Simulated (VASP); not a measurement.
## CuO: electric field gradients with LDA

The system is CuO.

```xyz
2
Lattice="2.8363 0.0000 0.0000 -1.4182 2.4563 0.0000 0.0000 0.0000 2.7681" Properties=species:S:1:pos:R:3 pbc="T T T"
Cu    0.0000    0.0000    0.0000
O     1.4182    0.8188    1.3841
```

Measurements of this composition are mostly on another form, of space group No. 15.

* Program: VASP 6.6.1
* Task: electric field gradients
* Functional: LDA
* Potentials or basis: VASP PAW LDA potentials, release 64 (Cu, O)
* Cutoff: 520 eV
* k mesh: 11 × 11 × 10
* Occupations: gaussian, width 0.02 eV
* Spin: no spin polarisation
* Further INCAR settings: ALGO = Normal; EDIFF = 1e-08

```yaml
Pressure: -15.9 GPa
Band_gap_on_the_k_mesh: none (metal or under the smearing width)
```

Stress tensor (GPa, compression positive):
```
-11.51   0.00   0.00
  0.00 -11.51   0.00
  0.00   0.00 -24.76
```

Levels at points of the mesh, in eV from the Fermi level:
```
           k point  band 5  band 6  band 7  band 8  band 9  band 10  band 11  band 12
(0.00, 0.00, 0.00)   -2.60   -1.78   -1.78   -0.10   -0.10     1.13    15.06    16.49
(0.00, 0.00, 0.50)   -2.22   -2.22   -1.50   -0.17   -0.17     7.09     7.58    20.81
```

Electric field gradients, principal values (V/Å²):
```tsv
atom	Vxx	Vyy	Vzz
1 Cu	-27.016	-27.016	54.032
2 O	-12.798	-12.801	25.599
```

Wall time 14 s on 1 thread of AMD EPYC 9R45 96-Core Processor (Zen 5) (shared host), peak memory 0.11 GiB.

Caveat: so large a pressure means that the cell lies far from this level's equilibrium, or that cutoff or potentials fall short; an odd number of electrons without spin polarisation forces a metal; a magnetic or distorted state may lie lower; the run has no spin polarisation, though such a crystal can be magnetic; semilocal functionals often make such compounds metallic where correlation or magnetic order opens a gap, which also shifts bond lengths. With open d or f shells a metallic result of LDA can be an artefact of self-interaction; +U or a hybrid may open a gap.
